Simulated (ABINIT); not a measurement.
The system is TePb.

```
Pb Te
1.0
     0.00000    3.23100    3.23100
     3.23100    0.00000    3.23100
     3.23100    3.23100    0.00000
Pb Te
1 1
Direct
  0.00000 0.00000 0.00000
  0.50000 0.50000 0.50000
```

Base run:

| Item | Value |
| --- | --- |
| Program | ABINIT 10.8.3 (patched build) |
| Functional | LDA |
| Potentials or basis | PseudoDojo NC SR LDA v0.4.1 standard |
| Cutoff | 925 eV |
| k mesh | 5 × 5 × 5 |
| Occupations | fermi-dirac, width 0.05 eV |
| Spin | no spin polarisation |

Its results: pressure -2.0 GPa.

Q: After a change of settings the same cell gave: pressure -0.7 GPa. Which change was it?
A. functional from LDA to PBEsol; potentials or basis from PseudoDojo NC SR LDA v0.4.1 standard to PseudoDojo NC SR PBEsol v0.4.1 standard
B. functional from LDA to PBE; potentials or basis from PseudoDojo NC SR LDA v0.4.1 standard to PseudoDojo NC SR PBE v0.4.1 standard; cutoff from 925 eV to 1088 eV
C. functional from LDA to PBE; potentials or basis from PseudoDojo NC SR LDA v0.4.1 standard to PseudoDojo NC SR PBE v0.4.1 standard
D. k mesh from 5 × 5 × 5 to 6 × 6 × 6, with 4 shifts; occupations from fermi-dirac, width 0.05 eV to fixed

A: A.

Caveats: the cutoff is short for stress, so the pressure is rough (some runs).
